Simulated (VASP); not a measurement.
# Se: relaxation of cell and atoms with LDA

The system is Se.

```
Se
1.0
     1.95050    1.12612    0.89538
    -1.95050    1.12612    0.89538
     0.00000   -2.25224    0.89538
Se
1
Direct
  0.00000 0.00000 0.00000
```

This isn't the form of Se at room conditions, which is trigonal, of chains.

- Program: VASP 6.6.1
- Task: relaxation of cell and atoms
- Functional: LDA
- Potentials or basis: VASP PAW LDA potentials, release 64 (Se)
- Cutoff: 600 eV
- k mesh: 17 × 17 × 17
- Occupations: methfessel-paxton, width 0.1 eV
- Spin: no spin polarisation
- Target pressure: 125 GPa
- Further INCAR settings: ALGO = Normal; EDIFF = 1e-07; IBRION = 2; EDIFFG = -0.005; NSW = 90; ISIF = 3
- Target pressure: 125 GPa

The pressure after relaxing is 125.0 GPa and the band gap on the k mesh is none (metal or under the smearing width).

Final structure:
```
Se
1.0
     1.95050    1.12612    0.89538
    -1.95050    1.12612    0.89538
     0.00000   -2.25224    0.89538
Se
1
Direct
  0.00000 0.00000 0.00000
```

Levels at points of the mesh, in eV from the Fermi level:
```csv
k point,band 1,band 2,band 3,band 4,band 5,band 6,band 7
"(0.00, 0.00, 0.00)",-22.96,5.06,7.23,7.23,12.32,12.32,14.66
```

Run time: 19 s on 1 thread of Intel(R) Xeon(R) Platinum 8375C CPU @ 2.90GHz (Ice Lake) (shared host), peak memory 0.16 GiB.

Caveat: the relaxation stopped at its first step, so nothing moved; the cell is relaxed towards a set pressure, so the enthalpy falls and the energy may rise.
